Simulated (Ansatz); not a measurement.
# Te: the cost of one run

Code: Ansatz 0.2.0. PAW datasets, plane waves. The values are computed, spin-unpolarised, and not measurements.

## Step 1: The structure to begin with

The unstrained cell was relaxed with r2SCAN+rVV10; in each strained cell the atoms were relaxed again with r2SCAN+rVV10. Names of k-points are those of the unstrained zone, where strain can split equivalent points. First state: +5.8 % equal strain in all directions.

It is trigonal, P3_121 (No. 152); conventional cell a = 4.731 Å, c = 6.294 Å, 40.66 Å³ an atom. Te has 2 Te at 2.84 Å.

Coordinates:

```cif
data_structure
_symmetry_space_group_name_H-M 'P3_121'
_symmetry_Int_Tables_number 152
_cell_length_a 4.7306
_cell_length_b 4.7306
_cell_length_c 6.2938
_cell_angle_alpha 90.000
_cell_angle_beta 90.000
_cell_angle_gamma 120.000
_cell_volume 121.98
loop_
_atom_site_label
_atom_site_type_symbol
_atom_site_symmetry_multiplicity
_atom_site_Wyckoff_symbol
_atom_site_fract_x
_atom_site_fract_y
_atom_site_fract_z
_atom_site_occupancy
Te1 Te 3 a 0.23378 0.00000 0.33333 1
```

From earlier runs on the unstrained cell: PBE 0.15 eV, r2SCAN 0.33 eV, HSE06 0.60 eV; a = 4.471 Å, c = 5.949 Å.

## Step 2: +5.8 % equal strain in all directions: PBE

Input file input.yaml:

```yaml
crystal:
  lattice:
    - [4.7305906752, 0.0, 0.0]
    - [-2.3652953376, 4.0968116996, 0.0]
    - [0.0, 0.0, 6.2937743486]
  atoms:
    - { symbol: Te, position: [0.2337766396, 0.0, 0.3333333333] }
    - { symbol: Te, position: [0.0, 0.2337766396, 0.6666666667] }
    - { symbol: Te, position: [0.7662233604, 0.7662233604, 0.0] }
kpoints:
  mp_grid: { grid: [6, 6, 4] }
  band_path:
    path:
      - [0.0, 0.0, 0.0]
      - [0.5, 0.0, 0.0]
      - [0.3333333333, 0.3333333333, 0.0]
      - [0.0, 0.0, 0.5]
      - [0.5, 0.0, 0.5]
      - [0.3333333333, 0.3333333333, 0.5]
      - [0.333333, 0.333333, 0.447917]
    npoints: 1
hamiltonian:
  xc: pbe
scf:
  occupations: { method: fermi_dirac, width: 0.02 }
  n_extra_bands: 4
output:
  forces: true
  stress: true
  eigenvalues: true
```

Launch:

```bash
ansatz run input.yaml --threads 4 --pin off --max-ram 5529MiB --backend cpu --events-out ev --progress --plain --runs-dir out
```

What time and memory should one allow on 4 threads of Arm Neoverse V1, shared host?

About 2.7 s, with a peak of 0.38 GiB.
